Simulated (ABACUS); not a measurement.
CdS under changes of volume

One of the cells (45.635 Å³/atom); the others are scaled copies at fixed shape and fractional positions:

```
CELL_PARAMETERS angstrom
4.26117 0.00000 0.00000
-2.13058 3.69028 0.00000
0.00000 0.00000 5.80417
ATOMIC_POSITIONS crystal
Cd 0.00000 0.00000 0.44269
S 0.66667 0.33333 0.43431
```

Measurements of this composition are mostly on another form, of space group No. 186.

* Program: ABACUS 3.10.1
* Functional: PBEsol
* Potentials or basis: PseudoDojo NC SR 0.4.1 PBEsol standard
* Cutoff: 1401 eV
* Density cutoff: 5606 eV
* Basis: plane waves
* k mesh: 7 × 7 × 5
* Occupations: fermi-dirac, width 0.05 eV
* Spin: no spin polarisation

| volume (Å³/atom) | energy over the lowest point (meV/atom) | pressure (GPa) | gap on the mesh (eV) | largest force (eV/Å) |
| --- | --- | --- | --- | --- |
| 42.897 | 0.00 | 0.3 | 1.52 | 0.001 |
| 43.810 | 0.10 | -0.4 | 1.49 | 0.007 |
| 44.722 | ? | ? | ? | ? |
| 45.635 | 10.64 | -1.5 | 1.42 | 0.017 |
| 46.548 | 20.34 | -2.0 | 1.38 | 0.021 |
| 47.460 | 32.55 | -2.4 | 1.31 | 0.025 |
| 48.373 | 47.01 | -2.7 | 1.23 | 0.029 |

What does the run at 44.722 Å³/atom give?

Energy over the lowest point 3.78 meV/atom; pressure -1.0 GPa; gap on the mesh 1.46 eV; largest force 0.012 eV/Å.

Worked out: A Birch-Murnaghan fit of order 3 (a polynomial in V^(-2/3)) to the other rows has its minimum at 43.32 Å³/atom with B0 = V·E''(V) = 32 GPa and B' = 4.6 at fixed shape and positions, which overstates the stiffness. It gives 3.78 meV/atom at 44.722 Å³/atom, against the run's 3.78, and -dE/dV = -0.9 GPa, against -1.0. A parabola through the other rows of the gap, of slope -1.78 eV per unit of ln V there, gives 1.47 eV, against the run's 1.46.

Energies are extrapolated to zero smearing.

Caveats: an odd mesh through Γ misses points on the zone boundary, where band edges often lie. Spin-orbit coupling on Cd is left out.
